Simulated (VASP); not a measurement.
Wanted: the native input for a VASP 6.6.1 run.

- Task: band structure
- Functional: PBE
- Potentials or basis: VASP PAW PBE potentials, release 64 (Se, Ca_sv)
- Cutoff: 520 eV
- k mesh: 6 × 6 × 6
- Occupations: gaussian, width 0.02 eV
- Spin: spin-orbit coupling, no magnetisation
- Ladder: gaps
- Further INCAR settings: ALGO = Normal; EDIFF = 1e-06; NBANDS = 28

CaSe:

```xyz
2
Lattice="0.0000 2.9560 2.9560 2.9560 0.0000 2.9560 2.9560 2.9560 0.0000" Properties=species:S:1:pos:R:3 pbc="T T T"
Se    2.9560    2.9560    2.9560
Ca    0.0000    0.0000    0.0000
```

The input as run:

POSCAR

```
CaSe
1.0
    0.0000000000      2.9560000000      2.9560000000
    2.9560000000      0.0000000000      2.9560000000
    2.9560000000      2.9560000000      0.0000000000
Se Ca
1 1
Direct
    0.5000000000      0.5000000000      0.5000000000
    0.0000000000      0.0000000000      0.0000000000
```

INCAR.step1

```
SYSTEM = CaSe
PREC     = Accurate       ! precision mode
ENCUT    = 520            ! plane-wave cutoff, eV
EDIFF    = 1E-6           ! SCF threshold, eV
ISMEAR   = 0              ! smearing method
SIGMA    = 0.02           ! smearing width, eV
LREAL    = .FALSE.        ! projectors in reciprocal space
LASPH    = .TRUE.         ! aspherical terms in the spheres
NELM     = 80             ! most SCF steps
ALGO     = Normal         ! electronic algorithm
ISIF     = 2              ! what is computed and relaxed
LWAVE    = .FALSE.        ! write WAVECAR
LCHARG   = .TRUE.         ! write CHGCAR
MAGMOM   = 0 0 0 0 0 0    ! initial moments
LORBIT   = 11             ! projections on sites
LSORBIT  = .TRUE.         ! spin-orbit coupling
GGA_COMPAT= .FALSE.      
GGA      = PE             ! functional
NBANDS   = 28             ! bands
KPAR     = 2
```

KPOINTS.step1

```
regular mesh
0
G
  6 6 6
  0 0 0
```

INCAR.step2

```
SYSTEM = CaSe
PREC     = Accurate       ! precision mode
ENCUT    = 520            ! plane-wave cutoff, eV
EDIFF    = 1E-6           ! SCF threshold, eV
ISMEAR   = 0              ! smearing method
SIGMA    = 0.05           ! smearing width, eV
LREAL    = .FALSE.        ! projectors in reciprocal space
LASPH    = .TRUE.         ! aspherical terms in the spheres
NELM     = 80             ! most SCF steps
ALGO     = Normal         ! electronic algorithm
ISIF     = 2              ! what is computed and relaxed
LWAVE    = .FALSE.        ! write WAVECAR
LCHARG   = .FALSE.        ! write CHGCAR
MAGMOM   = 0 0 0 0 0 0    ! initial moments
LORBIT   = 11             ! projections on sites
LSORBIT  = .TRUE.         ! spin-orbit coupling
GGA_COMPAT= .FALSE.      
GGA      = PE             ! functional
NBANDS   = 28             ! bands
ICHARG   = 11             ! starting density
KPAR     = 2
```

KPOINTS.step2

```
path GXWKGLUWLK,UX
15
line-mode
reciprocal
 0.0000000000  0.0000000000  0.0000000000  G
 0.5000000000  0.0000000000  0.5000000000  X

 0.5000000000  0.0000000000  0.5000000000  X
 0.5000000000  0.2500000000  0.7500000000  W

 0.5000000000  0.2500000000  0.7500000000  W
 0.3750000000  0.3750000000  0.7500000000  K

 0.3750000000  0.3750000000  0.7500000000  K
 0.0000000000  0.0000000000  0.0000000000  G

 0.0000000000  0.0000000000  0.0000000000  G
 0.5000000000  0.5000000000  0.5000000000  L

 0.5000000000  0.5000000000  0.5000000000  L
 0.6250000000  0.2500000000  0.6250000000  U

 0.6250000000  0.2500000000  0.6250000000  U
 0.5000000000  0.2500000000  0.7500000000  W

 0.5000000000  0.2500000000  0.7500000000  W
 0.5000000000  0.5000000000  0.5000000000  L

 0.5000000000  0.5000000000  0.5000000000  L
 0.3750000000  0.3750000000  0.7500000000  K

 0.6250000000  0.2500000000  0.6250000000  U
 0.5000000000  0.0000000000  0.5000000000  X
```

Potentials or basis: VASP PAW PBE potentials, release 64 (Se, Ca_sv).

Run with:

```bash
$ cat potpaw_PBE.64/Se/POTCAR potpaw_PBE.64/Ca_sv/POTCAR > POTCAR
$ cp INCAR.step1 INCAR
$ cp KPOINTS.step1 KPOINTS
$ mpirun -np 2 vasp_ncl > vasp.out
$ cp INCAR.step2 INCAR
$ cp KPOINTS.step2 KPOINTS
$ mpirun -np 2 vasp_ncl > vasp.out
```

Run time: 2.5 min on 2 MPI ranks on Intel(R) Xeon(R) Platinum 8488C (Sapphire Rapids) (shared host), peak memory 0.49 GiB a rank.
